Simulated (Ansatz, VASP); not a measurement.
**One calculation of Eu, two programs**

```
Eu
1.0
    -2.34817    2.34817    2.34817
     2.34817   -2.34817    2.34817
     2.34817    2.34817   -2.34817
Eu
1
Direct
  0.00000 0.00000 0.00000
```

Change from the starting cell: volume scaled by 1.06.

Alike in both runs: task single point; functional PBE; k mesh 8 × 8 × 8; occupations fermi-dirac, width 0.05 eV; collinear spin, ferromagnetic start.

|  | VASP | Ansatz |
| --- | --- | --- |
| version | VASP 6.6.1 | Ansatz 0.2.0 |
| potentials or method | VASP PAW PBE potentials, release 64 (Eu) | Ansatz PAW |
| plane-wave cutoff (eV) | 520 | 420 |
| valence electrons in the cell | 17 | 17 |

Ansatz gave:

| Quantity | Value |
| --- | --- |
| gap on the k mesh at the Fermi level (eV) | none |
| pressure (GPa) | -2.0 |
| net moment per atom (μB) | 7.40 |
| size of the moment on the site where the two differ most (μB) | 7.12 |

**Question.** Which values does VASP return?

**Answer.** gap on the k mesh at the Fermi level (eV): none; pressure (GPa): -2.2; net moment per atom (μB): 7.40; size of the moment on the site where the two differ most (μB): 6.71.

Site moments also hang on the region over which each program counts them. A gap of «none» marks a metal or a gap that the smearing closes.

Caveats: spin-orbit coupling is left out, which moves the levels of the heavy elements. The state reached can hang on the start; a lower one may exist.
